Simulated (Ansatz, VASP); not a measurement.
This is a calculation of ZnCu for VASP 6.6.1.

INCAR

```
SYSTEM = ZnCu
ALGO = Normal ; EDIFF = 1E-6
ENCUT = 520 ; GGA = PE
ISIF = 2 ; ISMEAR = -1
LASPH = .TRUE. ; LCHARG = .FALSE.
LREAL = .FALSE. ; LWAVE = .FALSE.
NBANDS = 18 ; NELM = 100
PREC = Accurate ; SIGMA = 0.05
```

KPOINTS

```
k-points
0
G
  7 7 8
  0 0 0
```

The input POSCAR:

```
ZnCu
1.0
    3.0628000000      0.0000000000      0.0000000000
    0.0000000000      3.0628000000      0.0000000000
    0.0000000000      0.0000000000      2.9450000000
Zn Cu
1 1
Direct
    0.5000000000      0.5000000000      0.5000000000
    0.0000000000      0.0000000000      0.0000000000
```

Potentials or basis: VASP PAW PBE potentials, release 64 (Zn, Cu).

Launch:

```console
$ cat potpaw_PBE.64/Zn/POTCAR potpaw_PBE.64/Cu/POTCAR > POTCAR
$ mpirun -np 1 vasp_std > vasp.out
```

Question: Translate it to Ansatz 0.2.0. Potentials there: Ansatz PAW.

Answer: As run (the cutoff follows the program's own potentials):

Contents of input.yaml:

```yaml
crystal:
  lattice:
    - [3.0628, 0.0, 0.0]
    - [0.0, 3.0628, 0.0]
    - [0.0, 0.0, 2.945]
  atoms:
    - { symbol: Zn, position: [0.5, 0.5, 0.5] }
    - { symbol: Cu, position: [0.0, 0.0, 0.0] }
hamiltonian:
  xc: pbe
  pseudopotentials: { kind: paw }
kpoints:
  mp_grid: { grid: [7, 7, 8] }
scf:
  occupations: { method: fermi_dirac, width: 0.05 }
output:
  forces: true
  stress: true
  eigenvalues: true
```

Potentials or basis: Ansatz PAW.

Run with:

```bash
$ ansatz run input.yaml --threads 2 --pin off --max-ram 5632MiB --backend cpu --events-out ev --progress --plain --runs-dir out
```

Both were run:

|  | VASP | Ansatz | Ansatz less VASP |
| --- | --- | --- | --- |
| gap on the k mesh at the Fermi level (eV) | none | none | - |
| pressure (GPa) | -5.4 | -5.9 | -0.42 |
| largest component of the traceless stress (GPa) | 2.58 | 2.48 | -0.096 |

A gap of «none» marks a metal or a gap that the smearing closes. The functional is the same, so the differences come from potentials, cutoffs and numerics. The two sets of potentials don't hold the same shells in valence.
